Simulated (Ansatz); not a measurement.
Crystal: In2O3.

```
CELL_PARAMETERS angstrom
2.74350 1.58396 4.83667
-2.74350 1.58396 4.83667
0.00000 -3.16792 4.83667
ATOMIC_POSITIONS crystal
In 0.85731 0.85731 0.85731
In 0.64269 0.64269 0.64269
In 0.14269 0.14269 0.14269
In 0.35731 0.35731 0.35731
O 0.04800 0.75000 0.45200
O 0.75000 0.45200 0.04800
O 0.45200 0.04800 0.75000
O 0.95200 0.25000 0.54800
O 0.25000 0.54800 0.95200
O 0.54800 0.95200 0.25000
```

```yaml
Program: Ansatz 0.2.0
Task: relaxation of cell and atoms
Functional: PBE
Potentials_or_basis: Ansatz PAW
Cutoff: "420 eV (not typed: the program's choice for these potentials)"
k_mesh: 6 × 6 × 6
Occupations: fermi-dirac, width 0.05 eV
Spin: no spin polarisation
```

At the start: volume 12.61 Å³/atom.

Q: Where does the relaxation end?

A: It ends after 8 steps and the volume is 13.24 Å³/atom (+5.0 %); space group R-3c (No. 167, to 0.05 Å).

The path:
```
step  energy change (eV)  largest force (eV/Å)  volume (Å³)
   1              0.0000                0.1259       126.11
   2             -0.1247                0.0970       132.55
   3             -0.1278                0.0559       132.15
   4             -0.1292                0.0277       132.09
   5             -0.1291                0.0081       132.14
   6             -0.1613                0.0061       132.14
   7             -0.1604                0.0001       132.41
   8             -0.1616                0.0001       132.41
```

Final structure:
```
In O
1.0
     2.78762    1.60944    4.91885
    -2.78762    1.60944    4.91885
     0.00000   -3.21887    4.91885
In O
4 6
Cartesian
  0.0000 0.0000 12.6494
  0.0000 0.0000 9.4854
  0.0000 0.0000 2.1071
  0.0000 0.0000 5.2712
  -1.9610 -0.1776 6.1486
  0.8267 1.7870 6.1486
  1.1343 -1.6094 6.1486
  1.9610 0.1776 8.6080
  -0.8267 -1.7870 8.6080
  -1.1343 1.6094 8.6080
```

Caveat: the plane-wave basis is chosen anew once the cell has moved, so the energies of steps on either side of that aren't comparable; the pressure holds a Pulay correction of +0.7 GPa for the finite cutoff.
